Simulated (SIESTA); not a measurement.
Crystal: Hf.

```
Hf
1.0
     3.19670    0.00000    0.00000
    -1.59835    2.76842    0.00000
     0.00000    0.00000    5.05780
Hf
2
Direct
  0.66667 0.33333 0.75000
  0.33333 0.66667 0.25000
```

Base run:

```yaml
Program: SIESTA 5.4.2
Functional: AM05
Potentials_or_basis: PseudoDojo 0.4 standard (PBEsol files)
Basis: DZP (energy shift 0.002 Ry)
Grid_cutoff: 800 Ry
Energy_shift: 0.002 Ry
k_mesh: 10 × 10 × 5
Occupations: fermi-dirac, width 0.05 eV
Spin: no spin polarisation
```

Its results: band gap on the k mesh none (metal or under the smearing width); pressure -3.2 GPa.

Problem. The run is repeated on the same cell with these changes: functional from AM05 to LDA; potentials or basis from PseudoDojo 0.4 standard (PBEsol files) to PseudoDojo 0.4 standard (LDA files). What comes out?

Solution. Band gap on the k mesh none (metal or under the smearing width); pressure -8.0 GPa.

Caveats: semicore shells carry a single zeta, which can move pressures by several GPa and volumes by a few percent; spin-orbit coupling is left out, which moves the levels of the heavy elements; the basis of atomic orbitals isn't converged, which shifts pressures, moduli and gaps; the potentials were made for another functional, which shifts forces and pressure (some runs).
